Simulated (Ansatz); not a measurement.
**InAs under changes of volume**

One of the cells (27.489 Å³/atom); the others are scaled copies at fixed shape and fractional positions:

```xyz
2
Lattice="0.0000 3.0180 3.0180 3.0180 0.0000 3.0180 3.0180 3.0180 0.0000" Properties=species:S:1:pos:R:3 pbc="T T T"
In    0.0000    0.0000    0.0000
As    4.5270    4.5270    4.5270
```

```yaml
Program: Ansatz 0.2.0
Functional: r2SCAN0
Potentials_or_basis: Ansatz PAW
Cutoff: "500 eV (not typed: the program's choice for these potentials)"
k_mesh: 4 × 4 × 4
Occupations: fermi-dirac, width 0.05 eV
Spin: no spin polarisation
```

```csv
volume (Å³/atom),energy over the lowest point (meV/atom),pressure (GPa),gap on the mesh (eV)
25.840,37.43,6.1,1.88
26.389,19.75,4.3,1.75
26.939,8.01,2.6,1.62
27.489,1.62,1.1,1.49
28.039,0.00,-0.2,1.37
28.588,?,?,?
29.138,9.21,-2.4,1.12
```

What does the run at 28.588 Å³/atom give?

Energy over the lowest point 2.67 meV/atom; pressure -1.4 GPa; gap on the mesh 1.24 eV.

Worked out: A Birch-Murnaghan fit of order 3 (a polynomial in V^(-2/3)) to the other rows has its minimum at 27.96 Å³/atom with B0 = V·E''(V) = 65 GPa and B' = 4.6. It gives 2.68 meV/atom at 28.588 Å³/atom, against the run's 2.67, and -dE/dV = -1.4 GPa, against -1.4. A straight line through the other rows of the gap, of slope -6.32 eV per unit of ln V (its deformation potential), gives 1.24 eV, against the run's 1.24.

Energies are extrapolated to zero smearing.

Caveats: all runs use coarse meshes; spin-orbit coupling is left out, which moves the levels of the heavy elements; the PAW data sets come from PBE, with cores solved anew for the run's functional, which leaves a small shift of forces and pressure; the thresholds are loose for stress.
